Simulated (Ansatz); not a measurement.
# HgSe: the cost of one run

Method: DFT PBE, scalar-relativistic, plane waves, PAW, in Ansatz 0.2.0.

1 further run of the same task is left out (it didn't finish).

### 1 Starting point

Symmetry: F-43m, No. 216, cubic system. The conventional cell has a = 6.072 Å, b = 6.072 Å, c = 6.072 Å, α = 90.00°, β = 90.00°, γ = 90.00°. Around Hg (site symmetry -43m) lie 4 Se at 2.63 Å. Se (site symmetry -43m) is surrounded by 4 Hg at 2.63 Å.

Structure file:

```
Hg Se
1.0
     0.00000    3.03600    3.03600
     3.03600    0.00000    3.03600
     3.03600    3.03600    0.00000
Hg Se
1 1
Cartesian
  0.0000 0.0000 0.0000
  4.5540 4.5540 4.5540
```

The structure comes from the Crystallography Open Database.

(A quick probe on a coarse mesh, which set the mesh and smearing, is not shown.)

### 3 Relaxing cell and atoms

input.yaml reads:

```yaml
crystal:
  lattice:
    - [0.0, 3.0359996146, 3.0359996146]
    - [3.0359996146, 0.0, 3.0359996146]
    - [3.0359996146, 3.0359996146, 0.0]
  atoms:
    - { symbol: Hg, position: [0.0, 0.0, 0.0] }
    - { symbol: Se, position: [0.75, 0.75, 0.75] }
basis:
  ecutwfc: 420
kpoints:
  mp_grid: { grid: [12, 12, 12] }
hamiltonian:
  xc: pbe
scf:
  occupations: { method: gaussian, width: 0.1 }
output:
  forces: true
  stress: true
  eigenvalues: true
  write_density: true
  write_potential: true
  elf: true
  volumetric_format: npy
relax:
  adjacent_minimum: "off"
  f_tol: 0.005
  max_steps: 80
  cell: { stress_tol: 0.05 }
```

Launch:

```console
$ ansatz run input.yaml --threads 4 --pin off --max-ram 10240MiB --backend cpu --events-out ev --progress --plain --runs-dir out
```

What time and memory should one allow on 4 threads of Arm Neoverse V1, shared host?

About 12 s, with a peak of 0.46 GiB.
